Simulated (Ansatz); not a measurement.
# YN: pressure and gap against volume

A database entry relaxed whole under r2SCAN (Fm-3m):

```
Y N
1.0
     0.00000    2.44804    2.44804
     2.44804    0.00000    2.44804
     2.44804    2.44804    0.00000
Y N
1 1
Direct
  0.00000 0.00000 0.00000
  0.50000 0.50000 0.50000
```

The cell was scaled uniformly, its shape held, and the atoms relaxed at each volume with plane-wave PAW DFT (Ansatz 0.2.0; r2SCAN, 500 eV, 12×12×12 Γ-centred mesh, fermi-dirac occupations of width 0.100 eV; no spin, no spin-orbit coupling). One row is withheld.

```tsv
volume (Å³/atom)	energy over the lowest (meV/atom)	pressure (GPa)	gap over mesh and path (eV)
13.791	30.9	11.88	0.468
14.084	13.2	7.48	0.508
14.378	3.1	3.53	0.545
14.671	0.0	-0.04	0.580
14.964	?	?	?
15.258	11.7	-6.16	0.641
15.551	25.4	-8.78	0.668
```

Question: Fit the pressures of the other rows to the third-order Birch-Murnaghan form.

Answer: With f = [(V₀/V)^(2/3) − 1]/2 and P = 3B₀f(1 + 2f)^(5/2)[1 + 3(B₀′ − 4)f/2], least squares gives V₀ = 14.67 Å³ an atom, B₀ = 169 GPa and B₀′ = 4.2; the rows miss the fit by less than 0.01 GPa. The slope of the energies differs from these pressures by less than 0.05 GPa.

Question: How does the gap move with volume?

Answer: A parabola in ln(V/V₀) through the other rows has the slope dE_g/d ln V = +1.7 eV at V₀, so by B₀ the gap moves by -10 meV a GPa: it narrows under pressure.

Question: What does the withheld row hold?

Answer: The fit gives -3.26 GPa at 14.964 Å³; the run gave -3.26 GPa and 3.1 meV an atom. Its gap is 0.612 eV, against 0.612 eV from the parabola.

Caveats: the shape of the cell was held; 0 K, fixed nuclei; the symmetry was kept, and this need not be the phase that is stable at 0 K; one mesh for all volumes; r2SCAN gaps lie as a rule under measured ones; the slope of the gap can be off by tens of per cent, more where shallow d levels or spin-orbit coupling act on the edges; pressure is positive in compression.
